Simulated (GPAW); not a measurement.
The system is Rh.

```
Rh
1.0
     0.00000    1.89785    1.89785
     1.89785    0.00000    1.89785
     1.89785    1.89785    0.00000
Rh
1
Cartesian
  0.0000 0.0000 0.0000
```

```yaml
Program: GPAW 26.7.0
Task: single point
Functional: PBEsol
Potentials_or_basis: PAW data sets generated in the run's folder for this functional
Cutoff: 600 eV
Basis: pw
k_mesh: 12 × 12 × 12
Occupations: fermi-dirac, width 0.05 eV
Spin: no spin polarisation
```

On this cell: pressure -1.4 GPa; band gap on the k mesh none (metal or under the smearing width).

The same run follows on a disturbed copy (cell strained at random at fixed volume):

```
Rh
1.0
    -0.03933    1.88309    1.96246
     1.90193    0.03281    1.89032
     1.92465    1.83367    0.01009
Rh
1
Direct
  0.00477 0.00350 0.99418
```

Problem. What does the disturbed cell give?

Solution. The energy (extrapolated to zero smearing) moves by +42.9 meV/atom; pressure -0.1 GPa; band gap on the k mesh none (metal or under the smearing width).

Stress tensor (GPa, compression positive):
```
 -5.16   1.98   5.47
  1.98   7.13 -10.00
  5.47 -10.00  -2.37
```
